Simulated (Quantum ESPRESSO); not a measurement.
# LiF (Griceite): from Born charge to LO-TO splitting

Wanted: the LO mode of LiF (Griceite) from the TO mode and the field response.

Program: Quantum ESPRESSO 7.5. Level of theory: DFT LDA, scalar-relativistic, plane waves, PseudoDojo norm-conserving pseudopotentials. Results are calculated unless marked as measured.

## 1. The relaxed structure

The structure is cubic, space group Fm-3m (No. 225). Conventional cell: a = 3.905 Å, b = 3.905 Å, c = 3.905 Å, α = 90.00°, β = 90.00°, γ = 90.00°. Nearest to Li lie 6 F at 1.95 Å. Nearest to F lie 6 Li at 1.95 Å. Farther neighbours and most contacts between anions are not listed.

This is the cell after its relaxation at this level of theory, not the database cell from which that began.

## 2. What the response run gave

A linear-response run on the relaxed cell, with the response to an electric field; only its zone-centre results are used. Cutoff 84 Ry, k mesh 8×8×8.

The program printed:

```text
[banners, grids, parts of the stress and lines that vanish by symmetry left out]
Program PHONON v.7.5
     Reading xml data from directory:

[...]
Exchange-correlation= PW
                           (   1   4   0   0   0   0   0)
[...]
kinetic-energy cut-off    =      84.0000  Ry
     charge density cut-off    =     336.0000  Ry
     convergence threshold     =      1.0E-18
[...]
Exchange-correlation= PW
                           (   1   4   0   0   0   0   0)
[...]
q = (   0.0000000   0.0000000   0.0000000 )
     49 Sym.Ops. (with q -> -q+G )
     G cutoff =  231.7291  (  10417 G-vectors)     FFT grid: ( 32, 32, 32)
     number of k points=    29
[...]
Mode symmetry, O_h (m-3m)  point group:
[...]
Dielectric constant
[...]
End of electric fields calculation
          Dielectric constant in cartesian axis
          (       2.113504080       0.000000000       0.000000000 )
          (       0.000000000       2.113504080      -0.000000000 )
          (       0.000000000       0.000000000       2.113504080 )
          Effective charges (d Force / dE) in cartesian axis without acoustic sum rule applied (asr)
           atom    1  Li    Mean Z*:        1.04182
      Ex  (        1.04182        0.00000        0.00000 )
      Ey  (        0.00000        1.04182        0.00000 )
      Ez  (        0.00000       -0.00000        1.04182 )
           atom    2  F     Mean Z*:       -1.04144
      Ex  (       -1.04144       -0.00000       -0.00000 )
      Ey  (       -0.00000       -1.04144       -0.00000 )
      Ez  (       -0.00000       -0.00000       -1.04144 )
          Effective charges Sum: Mean:        0.00038
[...]
Effective charges (d Force / dE) in cartesian axis with asr applied:
           atom    1  Li    Mean Z*:        1.04163
[...]
atom    2  F     Mean Z*:       -1.04163
[...]
Representation #   1 modes #   1   2   3
[...]
End of self-consistent calculation
     Convergence has been achieved
     Representation #   2 modes #   4   5   6
[...]
End of self-consistent calculation
     Convergence has been achieved
[...]
Dielectric constant in cartesian axis
          (       2.113504080       0.000000000       0.000000000 )
          (       0.000000000       2.113504080      -0.000000000 )
          (       0.000000000       0.000000000       2.113504080 )
          Effective charges (d Force / dE) in cartesian axis without acoustic sum rule applied (asr)
           atom    1  Li    Mean Z*:        1.04182
      Ex  (        1.04182        0.00000        0.00000 )
      Ey  (        0.00000        1.04182        0.00000 )
      Ez  (        0.00000       -0.00000        1.04182 )
           atom    2  F     Mean Z*:       -1.04144
      Ex  (       -1.04144       -0.00000       -0.00000 )
      Ey  (       -0.00000       -1.04144       -0.00000 )
      Ez  (       -0.00000       -0.00000       -1.04144 )
          Effective charges Sum: Mean:        0.00038
[...]
Effective charges (d Force / dE) in cartesian axis with asr applied:
           atom    1  Li    Mean Z*:        1.04163
[...]
atom    2  F     Mean Z*:       -1.04163
[...]
q = (    0.000000000   0.000000000   0.000000000 )
[...]
freq (    1) =       0.099490 [THz] =       3.318614 [cm-1]
     freq (    2) =       0.099490 [THz] =       3.318614 [cm-1]
     freq (    3) =       0.099490 [THz] =       3.318614 [cm-1]
     freq (    4) =      10.278650 [THz] =     342.858857 [cm-1]
     freq (    5) =      10.278650 [THz] =     342.858857 [cm-1]
     freq (    6) =      10.278650 [THz] =     342.858857 [cm-1]
[...]
Mode symmetry, O_h (m-3m)  point group:
     freq (   1-   3) =          3.3  [cm-1]   --> T_1u G_15  G_4- I
     freq (   4-   6) =        342.9  [cm-1]   --> T_1u G_15  G_4- I

   JOB DONE.
```

| quantity | value |
| --- | --- |
| cell volume Ω (Å³) | 14.886 |
| mass of Li (u) | 6.940 |
| mass of F (u) | 18.998 |
| Born charge of Li, raw (e) | 1.042 |
| Born charge of F, raw (e) | -1.041 |
| ε∞ | 2.114 |
| ω(TO) after the sum rule (cm⁻¹) | 342.9 |

## 3. The calculation

The charges must sum to zero over the cell; taking off their mean, 0.000 e, leaves Z* = 1.042 e on Li. In the polar mode Li moves against F, so the reduced mass is μ = 6.94 × 19.00 / 25.94 = 5.083 u.

A longitudinal wave builds up a field that adds to the restoring force: ω(LO)² = ω(TO)² + 4π Z*² / (μ Ω ε∞), in Hartree atomic units. With μ = 9266 electron masses and Ω = 100.46 bohr³ the second term is 6.9299e-06 Ha², or 333809 cm⁻² (1 Ha = 219474.6 cm⁻¹).

So ω(LO) = √(117553 + 333809) = 671.8 cm⁻¹, and by the Lyddane-Sachs-Teller relation ε₀ = ε∞ (ω(LO)/ω(TO))² = 8.12.

## 4. Check against the program

The analysis program adds the same non-analytic term to the full matrix, here for q along (1 0 0).

The program printed:

```text
[banner, memory and clock lines left out]
Program DYNMAT v.7.5

     Reading Dynamical Matrix from file g.dyn
     ...Force constants read
     ...epsilon and Z* read

     Polarizability (A^3 units)
     multiply by 0.729305 for Clausius-Mossotti correction
         1.319083    0.000000    0.000000
         0.000000    1.319083    0.000000
         0.000000   -0.000000    1.319083

     IR activities are in (D/A)^2/amu units

# mode   [cm-1]    [THz]      IR
    1      0.00    0.0000    0.0000
    2      0.00    0.0000    0.0000
    3      0.00    0.0000    0.0000
    4    342.86   10.2785    4.9245
    5    342.86   10.2785    4.9245
    6    671.85   20.1414    4.9245
```

ε₀ comes from the program's run without a direction of q.

| quantity | by hand | program |
| --- | --- | --- |
| ω(LO) (cm⁻¹) | 671.8 | 671.9 |
| ε₀ | 8.12 | 8.12 |

## 5. What came out

| Property | Result |
| --- | --- |
| TO mode | 342.9 cm⁻¹ |
| LO mode | 671.9 cm⁻¹ |
| static dielectric constant | 8.116 |

What this shows: The LO mode of LiF (Griceite) lies at 672 cm⁻¹, 329 cm⁻¹ above the TO mode; the formula meets the program within 0.1 cm⁻¹, as it must for a cubic crystal with one polar mode. ω(LO)² − ω(TO)² goes with Z*²/ε∞: an error of 5 % in ε∞ would move the LO mode by 11.9 cm⁻¹, and semilocal functionals tend to overestimate ε∞. These are harmonic values at zero temperature, at the volume of this functional, for the structure held cubic; stability elsewhere in the zone is no part of this calculation.

[Host names and launcher messages were left out of these logs when they were recorded.]

[Logs are printed without paths, hosts, clocks, repeated set-up lines and the standing remarks that a program may print on its own settings, such as how far it seeks lower states.]

[Hosts, paths, dates, database ids (printed as entryN), source tags and the programs' standing remarks are cut or masked in the printed files.]
